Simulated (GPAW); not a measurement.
# Cu2O (Cuprite): band structure with vdW-DF

**What was measured.**

From “Importance of surface oxygen vacancies for ultrafast hot carrier relaxation and transport in Cu2O”, 2021, arxiv:2103.03167, for a bulk crystal of Cu2O: band gap 2.17 eV (direct).

The system is Cu2O (Cuprite).

```xyz
6
Lattice="4.2600 0.0000 0.0000 0.0000 4.2600 0.0000 0.0000 0.0000 4.2600" Properties=species:S:1:pos:R:3 pbc="T T T"
Cu    3.1950    1.0650    3.1950
Cu    3.1950    3.1950    1.0650
Cu    1.0650    3.1950    3.1950
Cu    1.0650    1.0650    1.0650
O     2.1300    2.1300    2.1300
O     0.0000    0.0000    0.0000
```

```yaml
Program: GPAW 26.7.0
Task: band structure
Functional: vdW-DF
Potentials_or_basis: GPAW PAW data sets (gpaw-data 1.2.1)
Cutoff: 800 eV
Basis: pw
k_mesh: 5 × 5 × 5
Occupations: fermi-dirac, width 0.05 eV
Spin: no spin polarisation
Maxiter: 150
Band_path: GXMGRX,MR
Band_points: 100
```

```yaml
Band_gap_on_the_k_mesh: 0.68 eV, direct
Band_gap_along_the_path: 0.68 eV, direct
```

Levels at the corners of the path, in eV from the valence-band top:
| point | band 24 | band 25 | band 26 | band 27 | band 28 | band 29 | band 30 | band 31 | band 32 | band 33 |
| --- | --- | --- | --- | --- | --- | --- | --- | --- | --- | --- |
| Γ | -1.61 | -1.61 | 0.00 | 0.00 | 0.00 | 0.68 | 1.47 | 1.47 | 8.09 | 8.09 |
| X | -1.72 | -1.20 | -1.20 | -0.38 | -0.38 | 2.41 | 2.41 | 4.42 | 4.42 | 7.53 |
| M | -1.49 | -1.22 | -1.22 | -0.65 | -0.65 | 2.12 | 2.12 | 3.99 | 3.99 | 7.00 |
| Γ | -1.61 | -1.61 | 0.00 | 0.00 | 0.00 | 0.68 | 1.47 | 1.47 | 8.09 | 8.09 |
| R | -1.67 | -0.96 | -0.58 | -0.58 | -0.58 | 2.67 | 2.67 | 2.67 | 5.02 | 5.02 |
| X | -1.72 | -1.20 | -1.20 | -0.38 | -0.38 | 2.41 | 2.41 | 4.42 | 4.42 | 7.53 |
| M | -1.49 | -1.22 | -1.22 | -0.65 | -0.65 | 2.12 | 2.12 | 3.99 | 3.99 | 7.00 |
| R | -1.67 | -0.96 | -0.58 | -0.58 | -0.58 | 2.67 | 2.67 | 2.67 | 5.02 | 5.02 |

It took 5 min on 1 thread of Arm Neoverse V2, with other jobs on the host, peak memory 0.86 GiB.

A measured gap of Cu2O is 2.17 eV (direct; quoted in “Importance of surface oxygen vacancies for ultrafast hot carrier relaxation and transport in Cu2O”, 2021, arxiv:2103.03167); the calculated 0.68 eV misses it by -1.49 eV. So large a miss can be the level of theory's own, or it may mean another phase, state or a wrong row. The value is that of vdW-DF, without temperature or zero-point motion.
